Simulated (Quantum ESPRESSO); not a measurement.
# CO2 (Cmce) in Quantum ESPRESSO: a series of runs

One crystal, CO2, is run at these levels: PBEsol, LDA; tasks: band structure, single point, equation of state.

Everything below comes from runs of Quantum ESPRESSO 7.5. Logs are shortened: lines on timing, memory, paths and dates and some standing lists are left out, and cuts for length are marked.

## 1. The structure

It takes space group Cmce (No. 64, orthorhombic). The conventional cell has a = 5.272 Å, b = 4.775 Å, c = 6.587 Å, α = 90.00°, β = 90.00°, γ = 90.00°. O (site symmetry m) has 1 C at 1.17 Å as nearest neighbours. Around C (site symmetry 2/m) lie 2 O at 1.17 Å.

The cell comes from a database or a generator and needn't be the stable form of this composition.

## 2. Band structure, PBEsol

Input file pw.in:

```
&CONTROL
  calculation = 'scf'
  prefix = 'pwscf'
  outdir = './tmp'
  pseudo_dir = './pseudo'
  tprnfor = .true.
  tstress = .true.
  disk_io = 'low'
/
&SYSTEM
  ibrav = 0
  celldm(1) = 8
  nat = 6
  ntyp = 2
  ecutwfc = 45
  ecutrho = 360
  nbnd = 24
  occupations = 'smearing'
  smearing = 'fd'
  degauss = 0.00367493
/
&ELECTRONS
  conv_thr = 1.2d-09
  electron_maxstep = 120
  mixing_beta = 0.5
/
ATOMIC_SPECIES
O     15.9990 o_pbesol_v1.2.uspp.F.UPF
C     12.0110 c_pbesol_v1.2.uspp.F.UPF
CELL_PARAMETERS alat
  0.6226437891907  -0.5639363503405   0.0000000000000
  0.6226437891907   0.5639363503405   0.0000000000000
  0.0000000000000   0.0000000000000   1.5559945643633
ATOMIC_POSITIONS crystal
O      0.3065085700    0.6934914300    0.6081566100
O      0.6934914300    0.3065085700    0.3918433900
O      0.1934914300    0.8065085700    0.1081566100
O      0.8065085700    0.1934914300    0.8918433900
C      0.5000000000    0.5000000000    0.5000000000
C      0.0000000000    0.0000000000    0.0000000000
K_POINTS automatic
8 8 4 0 0 0
```

Input file bands.in:

```
&CONTROL
  calculation = 'bands'
  prefix = 'pwscf'
  outdir = './tmp'
  pseudo_dir = './pseudo'
  disk_io = 'low'
  verbosity = 'high'
/
&SYSTEM
  ibrav = 0
  celldm(1) = 8
  nat = 6
  ntyp = 2
  ecutwfc = 45
  ecutrho = 360
  nbnd = 24
  occupations = 'smearing'
  smearing = 'fd'
  degauss = 0.00367493
/
&ELECTRONS
  conv_thr = 1d-08
  electron_maxstep = 120
  mixing_beta = 0.5
  diago_full_acc = .true.
  startingwfc = 'random'
/
ATOMIC_SPECIES
O     15.9990 o_pbesol_v1.2.uspp.F.UPF
C     12.0110 c_pbesol_v1.2.uspp.F.UPF
CELL_PARAMETERS alat
  0.6226437891907  -0.5639363503405   0.0000000000000
  0.6226437891907   0.5639363503405   0.0000000000000
  0.0000000000000   0.0000000000000   1.5559945643633
ATOMIC_POSITIONS crystal
O      0.3065085700    0.6934914300    0.6081566100
O      0.6934914300    0.3065085700    0.3918433900
O      0.1934914300    0.8065085700    0.1081566100
O      0.8065085700    0.1934914300    0.8918433900
C      0.5000000000    0.5000000000    0.5000000000
C      0.0000000000    0.0000000000    0.0000000000
K_POINTS crystal
60
 0.0000000000  0.0000000000  0.0000000000 1
 0.0650112638 -0.0650112638  0.0000000000 1
 0.1300225276 -0.1300225276  0.0000000000 1
 0.1950337915 -0.1950337915  0.0000000000 1
 0.2600450553 -0.2600450553  0.0000000000 1
 0.3250563191 -0.3250563191  0.0000000000 1
 0.3900675829 -0.3900675829  0.0000000000 1
 0.4550788467 -0.4550788467  0.0000000000 1
 0.3640630774 -0.4640630774  0.0000000000 1
 0.2730473080 -0.4730473080  0.0000000000 1
 0.1820315387 -0.4820315387  0.0000000000 1
 0.0910157693 -0.4910157693  0.0000000000 1
 0.0000000000 -0.5000000000  0.0000000000 1
 0.0000000000 -0.5000000000 -0.1666666667 1
 0.0000000000 -0.5000000000 -0.3333333333 1
 0.0000000000 -0.5000000000 -0.5000000000 1
 0.0910157693 -0.4910157693 -0.5000000000 1
 0.1820315387 -0.4820315387 -0.5000000000 1
 0.2730473080 -0.4730473080 -0.5000000000 1
 0.3640630774 -0.4640630774 -0.5000000000 1
 0.4550788467 -0.4550788467 -0.5000000000 1
 0.3981939909 -0.3981939909 -0.5000000000 1
 0.3413091351 -0.3413091351 -0.5000000000 1
 0.2844242792 -0.2844242792 -0.5000000000 1
 0.2275394234 -0.2275394234 -0.5000000000 1
 0.1706545675 -0.1706545675 -0.5000000000 1
 0.1137697117 -0.1137697117 -0.5000000000 1
 0.0568848558 -0.0568848558 -0.5000000000 1
 0.0000000000  0.0000000000 -0.5000000000 1
 0.0000000000  0.0000000000 -0.3333333333 1
 0.0000000000  0.0000000000 -0.1666666667 1
 0.0000000000  0.0000000000  0.0000000000 1
-0.0555555556 -0.0555555556  0.0000000000 1
-0.1111111111 -0.1111111111  0.0000000000 1
-0.1666666667 -0.1666666667  0.0000000000 1
-0.2222222222 -0.2222222222  0.0000000000 1
-0.2777777778 -0.2777777778  0.0000000000 1
-0.3333333333 -0.3333333333  0.0000000000 1
-0.3888888889 -0.3888888889  0.0000000000 1
-0.4444444444 -0.4444444444  0.0000000000 1
-0.5000000000 -0.5000000000  0.0000000000 1
-0.4550788467 -0.5449211533  0.0000000000 1
-0.4550788467 -0.5449211533 -0.1666666667 1
-0.4550788467 -0.5449211533 -0.3333333333 1
-0.4550788467 -0.5449211533 -0.5000000000 1
-0.5000000000 -0.5000000000 -0.5000000000 1
-0.5000000000 -0.5000000000 -0.3333333333 1
-0.5000000000 -0.5000000000 -0.1666666667 1
-0.5000000000 -0.5000000000  0.0000000000 1
 0.0000000000  0.0000000000 -0.5000000000 1
-0.0500000000 -0.0500000000 -0.5000000000 1
-0.1000000000 -0.1000000000 -0.5000000000 1
-0.1500000000 -0.1500000000 -0.5000000000 1
-0.2000000000 -0.2000000000 -0.5000000000 1
-0.2500000000 -0.2500000000 -0.5000000000 1
-0.3000000000 -0.3000000000 -0.5000000000 1
-0.3500000000 -0.3500000000 -0.5000000000 1
-0.4000000000 -0.4000000000 -0.5000000000 1
-0.4500000000 -0.4500000000 -0.5000000000 1
-0.5000000000 -0.5000000000 -0.5000000000 1
```

Potentials or basis: GBRV 1.5 PBEsol.

Run with:

```bash
OMP_NUM_THREADS=1 mpirun -n 2 pw.x -nk 2 -in pw.in > pw.out
OMP_NUM_THREADS=1 mpirun -n 2 pw.x -nk 2 -in bands.in > bands.out
```

pw.out:

```text
This program is part of the open-source Quantum ESPRESSO suite
     for quantum simulation of materials; please cite
[... 6 lines left out ...]
     using ibrav=0 with symmetry is DISCOURAGED, use correct ibrav instead

     K-points division:     npool     =       2
     Subspace diagonalization in iterative solution of the eigenvalue problem:
     a serial algorithm will be used

     G-vector sticks info
     --------------------
     sticks:   dense  smooth     PW     G-vecs:    dense   smooth      PW
     Sum        1297     651    189                64595    22819    3801

     Using Slab Decomposition

     bravais-lattice index     =            0
     lattice parameter (alat)  =       8.0000  a.u.
     unit-cell volume          =     559.4713 (a.u.)^3
     number of atoms/cell      =            6
     number of atomic types    =            2
     number of electrons       =        32.00
     number of Kohn-Sham states=           24
     kinetic-energy cutoff     =      45.0000  Ry
     charge density cutoff     =     360.0000  Ry
     scf convergence threshold =      1.2E-09
     mixing beta               =       0.5000
     number of iterations used =            8  plain     mixing
     Exchange-correlation= SLA  PW   PSX  PSC
                           (   1   4  10   8   0   0   0)

     celldm(1)=   8.000000  celldm(2)=   0.000000  celldm(3)=   0.000000
     celldm(4)=   0.000000  celldm(5)=   0.000000  celldm(6)=   0.000000

     crystal axes: (cart. coord. in units of alat)
               a(1) = (   0.622644  -0.563936   0.000000 )
               a(2) = (   0.622644   0.563936   0.000000 )
               a(3) = (   0.000000   0.000000   1.555995 )

     reciprocal axes: (cart. coord. in units 2 pi/alat)
               b(1) = (  0.803027 -0.886625  0.000000 )
               b(2) = (  0.803027  0.886625 -0.000000 )
               b(3) = ( -0.000000  0.000000  0.642676 )

     PseudoPot. # 1 for O  read from file:
     o_pbesol_v1.2.uspp.F.UPF
     Pseudo is Ultrasoft + core correction, Zval =  6.0
     Generated by new atomic code, or converted to UPF format
     Using radial grid of  737 points,  5 beta functions with:
                l(1) =   0
                l(2) =   0
                l(3) =   1
                l(4) =   1
                l(5) =   2
     Q(r) pseudized with  8 coefficients,  rinner =    0.900   0.900   0.900
                                                       0.900   0.900

     PseudoPot. # 2 for C  read from file:
     c_pbesol_v1.2.uspp.F.UPF
     Pseudo is Ultrasoft + core correction, Zval =  4.0
     Generated by new atomic code, or converted to UPF format
     Using radial grid of  721 points,  4 beta functions with:
                l(1) =   0
                l(2) =   0
                l(3) =   1
                l(4) =   1
     Q(r) pseudized with  8 coefficients,  rinner =    1.100   1.100   1.100

     atomic species   valence    mass     pseudopotential
     O                 6.00    15.99900     O ( 1.00)
     C                 4.00    12.01100     C ( 1.00)

      8 Sym. Ops., with inversion, found ( 4 have fractional translation)

   Cartesian axes

     site n.     atom                  positions (alat units)
         1        O      tau(   1) = (   0.6226438   0.2182337   0.9462884  )
         2        O      tau(   2) = (   0.6226438  -0.2182337   0.6097062  )
         3        O      tau(   3) = (   0.6226438   0.3457026   0.1682911  )
         4        O      tau(   4) = (   0.6226438  -0.3457026   1.3877035  )
         5        C      tau(   5) = (   0.6226438   0.0000000   0.7779973  )
         6        C      tau(   6) = (   0.0000000   0.0000000   0.0000000  )

     number of k points=    63  Fermi-Dirac smearing, width (Ry)=  0.0037
                       cart. coord. in units 2pi/alat
        k(    1) = (   0.0000000   0.0000000   0.0000000), wk =   0.0078125
        k(    2) = (   0.0000000   0.0000000   0.1606689), wk =   0.0156250
        k(    3) = (   0.0000000   0.0000000  -0.3213379), wk =   0.0078125
[... 49 lines left out ...]

   -22.1182 -22.0184 -20.9744 -20.9269  -6.9898  -6.7176  -6.1718  -5.6890
    -5.3647  -5.3004  -5.1751  -5.1095  -2.3113  -2.0917  -2.0503  -1.9802
     5.9009   5.9734   6.2909   6.4138   6.8935   7.8278  12.3098  13.4425

          k = 0.0000-0.2217-0.3213 (  2850 PWs)   bands (ev):

   -22.0697 -22.0697 -20.9494 -20.9494  -6.8663  -6.8663  -5.9385  -5.9385
    -5.2394  -5.2394  -5.2227  -5.2227  -2.1812  -2.1812  -2.0345  -2.0345
     6.1913   6.1913   6.3513   6.3513   6.9663   6.9663  13.7232  13.7232

          k = 0.4015 0.0000 0.0000 (  2849 PWs)   bands (ev):

   -22.0599 -21.9293 -20.9964 -20.9578  -6.9670  -6.8980  -6.3149  -5.8650
    -5.6839  -5.6311  -5.2129  -5.0537  -2.3199  -2.0097  -1.9643  -1.9230
     6.2861   6.3903   6.4948   7.1179   7.3792   9.1766  11.5983  13.4696
[... 73 lines left out ...]
          k = 0.0000-0.4433 0.1607 (  2848 PWs)   bands (ev):

   -22.0047 -21.9653 -21.0002 -20.9759  -7.0436  -6.7473  -6.1425  -5.9561
    -5.8273  -5.6005  -5.3343  -5.2865  -2.1507  -1.9313  -1.8332  -1.7953
     6.4894   6.5294   6.5898   6.8583   7.4523   8.7177  12.2072  12.5981

          k = 0.0000-0.4433-0.3213 (  2848 PWs)   bands (ev):

   -21.9849 -21.9849 -20.9883 -20.9883  -6.8352  -6.8352  -6.1954  -6.1954
    -5.7182  -5.7182  -5.2184  -5.2184  -1.9892  -1.9892  -1.8726  -1.8726
     6.5780   6.5780   6.6992   6.6992   7.9259   7.9259  12.6184  12.6185

          k = 0.6023 0.0000 0.0000 (  2872 PWs)   bands (ev):

   -21.9658 -21.8675 -21.0107 -21.0035  -7.1333  -6.9070  -6.2140  -6.1032
    -6.0280  -5.9338  -5.3185  -5.0771  -2.4112  -2.0682  -1.8476  -1.6241
     6.3092   7.1242   7.1671   7.4909   8.1486  10.1558  11.9502  12.7740
[... 37 lines left out ...]
          k = 0.0000-0.6650 0.1607 (  2860 PWs)   bands (ev):

   -21.9257 -21.8965 -21.0176 -21.0091  -7.1238  -6.8797  -6.2749  -6.1650
    -5.9758  -5.6911  -5.5674  -5.1995  -2.1817  -2.0503  -1.8311  -1.6419
     6.4569   7.0669   7.1128   7.2822   9.2172   9.3811  11.6455  12.1419

          k = 0.0000-0.6650-0.3213 (  2870 PWs)   bands (ev):

   -21.9109 -21.9109 -21.0136 -21.0136  -7.0106  -7.0106  -6.1323  -6.1323
    -5.9848  -5.9848  -5.3155  -5.3155  -2.0168  -2.0168  -1.8392  -1.8392
     6.7776   6.7776   7.2009   7.2009   9.2968   9.2968  11.7525  11.7525

          k =-0.8030 0.0000 0.0000 (  2872 PWs)   bands (ev):

   -21.9262 -21.8416 -21.0223 -21.0168  -7.1975  -6.8316  -6.5039  -6.0908
    -6.0439  -6.0024  -5.3557  -5.0864  -2.4748  -2.1242  -1.8157  -1.4814
     6.3042   7.3715   7.4720   7.5366   8.8259  10.5659  12.2589  12.3633

          k =-0.8030 0.0000 0.1607 (  2860 PWs)   bands (ev):

   -21.9142 -21.8544 -21.0212 -21.0172  -7.1863  -6.9482  -6.4440  -6.1202
    -5.9302  -5.8603  -5.4335  -5.2154  -2.3851  -2.0207  -1.9198  -1.5675
     6.4702   7.3372   7.3834   7.4543   9.0874  10.3440  12.1990  12.2449

          k =-0.8030 0.0000-0.3213 (  2848 PWs)   bands (ev):

   -21.8847 -21.8847 -21.0188 -21.0188  -7.1101  -7.1101  -6.2902  -6.2902
    -5.6569  -5.6569  -5.5246  -5.5246  -2.1596  -2.1596  -1.7856  -1.7856
     6.8874   6.8874   7.4159   7.4159   9.7270   9.7270  12.1139  12.2128

     the Fermi energy is     1.0265 ev

!    total energy              =    -151.85197853 Ry
     estimated scf accuracy    <          1.0E-09 Ry
     smearing contrib. (-TS)   =       0.00000000 Ry
     internal energy E=F+TS    =    -151.85197853 Ry

     The total energy is F=E-TS. E is the sum of the following terms:
     one-electron contribution =     -89.06751509 Ry
     hartree contribution      =      56.63260982 Ry
     xc contribution           =     -35.54159882 Ry
     ewald contribution        =     -83.87547443 Ry

     convergence has been achieved in   9 iterations

     Forces acting on atoms (cartesian axes, Ry/au):

     atom    1 type  1   force =    -0.00000000    0.00626235    0.00440282
     atom    2 type  1   force =     0.00000000   -0.00626235   -0.00440282
     atom    3 type  1   force =     0.00000000   -0.00626235    0.00440282
     atom    4 type  1   force =     0.00000000    0.00626235   -0.00440282
     atom    5 type  2   force =    -0.00000000    0.00000000    0.00000000
     atom    6 type  2   force =     0.00000000    0.00000000    0.00000000

     Total force =     0.015310     Total SCF correction =     0.000020

     Computing stress (Cartesian axis) and pressure

          total   stress  (Ry/bohr**3)                   (kbar)     P=       15.77
   0.00007317  -0.00000000   0.00000000           10.76       -0.00        0.00
   0.00000000   0.00014557   0.00000000            0.00       21.41        0.00
   0.00000000   0.00000000   0.00010280            0.00        0.00       15.12

=------------------------------------------------------------------------------=
   JOB DONE.
=------------------------------------------------------------------------------=
```

Run time: 56 s. Hardware: 2 MPI ranks of Arm Neoverse V2, shared host; peak memory 0.34 GiB.

What came out:

```yaml
Free_energy: -2066.0514 eV
Pressure: 1.6 GPa
Largest_force: 0.197 eV/Å
Band_gap_on_the_k_mesh: 6.57 eV, indirect (least direct gap 7.13 eV)
Band_gap_along_the_path: 6.57 eV, indirect (least direct gap 7.13 eV)
```

Forces in eV/Å, atoms in the order of the input:
```
O    0.000  0.161  0.113
O    0.000 -0.161 -0.113
O    0.000 -0.161  0.113
O    0.000  0.161 -0.113
C    0.000  0.000  0.000
C    0.000  0.000  0.000
```

Levels at the corners of the path, in eV from the valence-band top:
```csv
point,band 12,band 13,band 14,band 15,band 16,band 17,band 18,band 19,band 20,band 21
Γ,-3.48,-0.98,-0.93,-0.62,-0.57,6.57,7.13,7.67,7.81,8.71
X,-3.62,-0.96,-0.64,-0.32,-0.01,7.79,8.81,8.93,8.97,10.37
S,-3.66,-0.70,-0.70,-0.29,-0.29,7.58,7.58,8.58,8.58,9.80
R,-3.59,-0.77,-0.77,-0.25,-0.25,7.65,7.65,8.63,8.63,9.65
A,-3.98,-0.66,-0.66,-0.31,-0.31,8.35,8.35,8.87,8.87,11.17
Z,-3.53,-0.80,-0.80,-0.73,-0.73,7.45,7.45,7.65,7.65,8.24
Γ,-3.48,-0.98,-0.93,-0.62,-0.57,6.57,7.13,7.67,7.81,8.71
Y,-3.61,-0.99,-0.64,-0.33,0.00,7.79,8.85,8.95,9.02,10.31
X1,-3.62,-0.96,-0.64,-0.32,-0.01,7.79,8.81,8.93,8.97,10.37
A1,-3.98,-0.66,-0.66,-0.31,-0.31,8.35,8.35,8.87,8.87,11.17
T,-4.04,-0.68,-0.68,-0.30,-0.30,8.37,8.37,8.90,8.90,11.21
Y,-3.61,-0.99,-0.64,-0.33,0.00,7.79,8.85,8.95,9.02,10.31
Z,-3.53,-0.80,-0.80,-0.73,-0.73,7.45,7.45,7.65,7.65,8.24
T,-4.04,-0.68,-0.68,-0.30,-0.30,8.37,8.37,8.90,8.90,11.21
```

A hybrid or GW would open this gap; PBEsol tends to underestimate it.

## 3. Single point, LDA, 12.99 Å³/atom

Changes to pw.in since step 2:

```diff
@@ -5,5 +5,4 @@
   pseudo_dir = './pseudo'
-  tprnfor = .true.
   tstress = .true.
-  disk_io = 'low'
+  disk_io = 'nowf'
 /
@@ -11,3 +10,2 @@
   ibrav = 0
-  celldm(1) = 8
   nat = 6
@@ -27,8 +25,8 @@
 ATOMIC_SPECIES
-O     15.9990 o_pbesol_v1.2.uspp.F.UPF
-C     12.0110 c_pbesol_v1.2.uspp.F.UPF
-CELL_PARAMETERS alat
-  0.6226437891907  -0.5639363503405   0.0000000000000
-  0.6226437891907   0.5639363503405   0.0000000000000
-  0.0000000000000   0.0000000000000   1.5559945643633
+O     15.9990 o_lda_v1.2.uspp.F.UPF
+C     12.0110 c_lda_v1.2.uspp.F.UPF
+CELL_PARAMETERS angstrom
+   2.5821020247   -2.3386424426    0.0000000000
+   2.5821020247    2.3386424426    0.0000000000
+   0.0000000000    0.0000000000    6.4527050375
 ATOMIC_POSITIONS crystal
```

Potentials or basis: GBRV 1.5 LDA.

Run with:

```bash
OMP_NUM_THREADS=1 mpirun -n 2 pw.x -nk 2 -in pw.in > pw.out
```

Wall time 28 s (2 MPI ranks of Arm Neoverse V2, shared host); peak memory 0.32 GiB.

It converged, with:

* Free energy: -2069.8203 eV
* Pressure: 6.7 GPa
* Band gap on the k mesh: 6.62 eV, indirect (least direct gap 7.26 eV)

## 4. Single point, LDA, 13.26 Å³/atom

Changes to pw.in since step 3:

```diff
@@ -28,5 +28,5 @@
 CELL_PARAMETERS angstrom
-   2.5821020247   -2.3386424426    0.0000000000
-   2.5821020247    2.3386424426    0.0000000000
-   0.0000000000    0.0000000000    6.4527050375
+   2.6002864409   -2.3551122982    0.0000000000
+   2.6002864409    2.3551122982    0.0000000000
+   0.0000000000    0.0000000000    6.4981481195
 ATOMIC_POSITIONS crystal
```

Run with:

```bash
OMP_NUM_THREADS=1 mpirun -n 2 pw.x -nk 2 -in pw.in > pw.out
```

Wall time 29 s (2 MPI ranks of Arm Neoverse V2, shared host); peak memory 0.34 GiB.

It converged, with:

```
Free energy            : -2069.8749 eV
Pressure               : 3.5 GPa
Band gap on the k mesh : 6.52 eV, indirect (least direct gap 7.14 eV)
```

(Continued in part 2 of 2.)
